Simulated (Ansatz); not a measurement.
**RbBr (CsCl type): how the settings move a single-point run**

Question: which choices in the input matter for RbBr (CsCl type)?

Program: Ansatz 0.2.0. Level of theory: reference: DFT, LDA, all-electron PAW with datasets made for the crystal, scalar-relativistic. These are calculated values, not measurements.

### Step 1. The structure to begin with

The structure is cubic, space group Pm-3m (No. 221). Conventional cell: a = 3.344 Å, b = 3.344 Å, c = 3.344 Å, α = 90.00°, β = 90.00°, γ = 90.00°. Rb (site symmetry m-3m) is surrounded by 8 Br at 2.90 Å. Br (site symmetry m-3m) is surrounded by 8 Rb at 2.90 Å.

Coordinates:

```
Rb Br
1.0
     3.34415    0.00000    0.00000
     0.00000    3.34415    0.00000
     0.00000    0.00000    3.34415
Rb Br
1 1
Direct
  0.00000 0.00000 0.00000
  0.50000 0.50000 0.50000
```

### Step 2. Baseline

input.yaml

```yaml
crystal:
  lattice:
    - [3.3441547396, 0.0, 0.0]
    - [0.0, 3.3441547396, 0.0]
    - [0.0, 0.0, 3.3441547396]
  atoms:
    - { symbol: Rb, position: [0.0, 0.0, 0.0] }
    - { symbol: Br, position: [0.5, 0.5, 0.5] }
kpoints:
  mp_grid: { grid: [12, 12, 12] }
scf:
  occupations: { method: fermi_dirac, width: 0.1 }
hamiltonian:
  xc: lda
  pseudopotentials: { kind: all_electron, datasets: crystal }
output:
  forces: true
  stress: true
  eigenvalues: true
```

Command:

```bash
$ ansatz run input.yaml --threads 1 --pin off --max-ram 2048MiB --backend cpu --events-out ev --progress --plain --runs-dir out
```

### Step 3. Variant: mp_grid.shift [0.5, 0.5, 0.5], occupations.method cold, occupations.width 0.05, preconditioner ldos

Changes to input.yaml since step 2:

```diff
@@ -9,5 +9,6 @@
 kpoints:
-  mp_grid: { grid: [12, 12, 12] }
+  mp_grid: { grid: [12, 12, 12], shift: [0.5, 0.5, 0.5] }
 scf:
-  occupations: { method: fermi_dirac, width: 0.1 }
+  occupations: { method: cold, width: 0.05 }
+  mixing: { preconditioner: ldos }
 hamiltonian:
```

What does the calculation give? Wanted: for each run, ending; energy change; pressure; gap; force.

**Answer**, as computed:

| run | ending | energy change | pressure (GPa) | gap (eV) | force (eV/Å) | cycles | time |
| --- | --- | --- | --- | --- | --- | --- | --- |
| reference | converged | 0 | 41.2 | 3.32 | 0.00 | 6 | 7.3 s |
| 1: mp_grid.shift [0.5, 0.5, 0.5], occupations.method cold, occupations.width 0.05, preconditioner ldos | converged | 0.0 meV/atom (σ→0) | 41.2 | 3.62 | 0.00 | 7 | 5.9 s |

Residual by cycle in the longest SCF loop of each run; runs are numbered as in the table. The quantity is the density residual dr2, in eV.

| cycle | reference | run 1 |
| --- | --- | --- |
| 1 | 0.716 | 0.716 |
| 2 | 0.0191 | 0.723 |
| 3 | 0.00248 | 0.00376 |
| 4 | 1.0e-5 | 9.6e-6 |
| 5 | 1.5e-6 | 1.8e-6 |
| 6 | 5.7e-8 | 7.3e-8 |
| 7 | - | 2.1e-9 |

**Reading.** Changing the k-point mesh, smearing and mixing moves the energy by 0.0 meV/atom (σ→0 values), and the gap on the mesh goes from 3.32 to 3.62 eV. Mixing only sets the path, so the shift comes from the other change. More than one kind of setting changed, and this run alone doesn't tell their shares apart. A gap read on a mesh depends on which points the mesh holds, and a coarse mesh shifts the density too. The structure is not at rest: the sound run finds 41 GPa, so these are no properties of the relaxed crystal. 

The gaps are Kohn-Sham values of a semilocal functional, not quasiparticle or optical gaps. Such gaps usually fall short of the measured ones.
